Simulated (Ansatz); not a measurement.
Runs of Ansatz 0.2.0 on MoS2. It takes space group P-3m1 (No. 164, trigonal). Conventional cell: a = 3.227 Å, b = 3.227 Å, c = 6.312 Å, α = 90.00°, β = 90.00°, γ = 120.00°. Around Mo (site symmetry -3m) lie 6 S at 2.42 Å. S (site symmetry 3m) is surrounded by 3 Mo at 2.42 Å. Measurements of this composition are mostly on another form, of space group No. 194.

```csv
task,level,potentials or basis,U,cell,k mesh,cutoff (eV),points for each segment of the path,hubbard projectors,double counting,mesh quality,gap on the mesh (eV),pressure (GPa),largest force (eV/Å)
band structure,RPBE,Ansatz PAW,-,as given,9 × 9 × 4,420,14,-,-,not flagged,none,3.6,(a)
band structure,PBE,PseudoDojo standard (PBE files),-,as given,9 × 9 × 4,1088,14,-,-,not flagged,none,1.2,(b)
single point,PBE,Ansatz PAW,-,as given,3 × 3 × 2,420,-,-,-,coarse,none,1.4,0.18
band structure,LDA+U,Ansatz PAW,Mo d U = 5 eV,as given,9 × 9 × 4,420,14,ortho-atomic (the default),fll (the default),not flagged,none,(c),0.20
relaxation of cell and atoms,exchange-only PBE,Ansatz PAW,-,relaxed,9 × 9 × 4,420,-,-,-,not flagged,-,0.0,-
```

Alike in all rows: no spin polarisation; smearing fermi-dirac 0.05 eV.

Question: Estimate the missing entries.

Answer: (a) 0.36; (b) 0.29; (c) -6.1.

Caveats: some runs use coarse meshes; this functional lacks dispersion, which binds the layers, so the pressure and a relaxed spacing across them are unreliable (some runs); the PAW data sets come from PBE, with cores solved anew for the run's functional, which leaves a small shift of forces and pressure (some runs); U without spin polarisation on a metal has little footing (some runs); the plane-wave basis is chosen anew once the cell has moved, so the energies of steps on either side of that aren't comparable (some runs).

A k mesh can miss the band edges, and the runs leave out spin-orbit coupling on Mo.

A gap of «none» marks a metal or a gap under the smearing width.
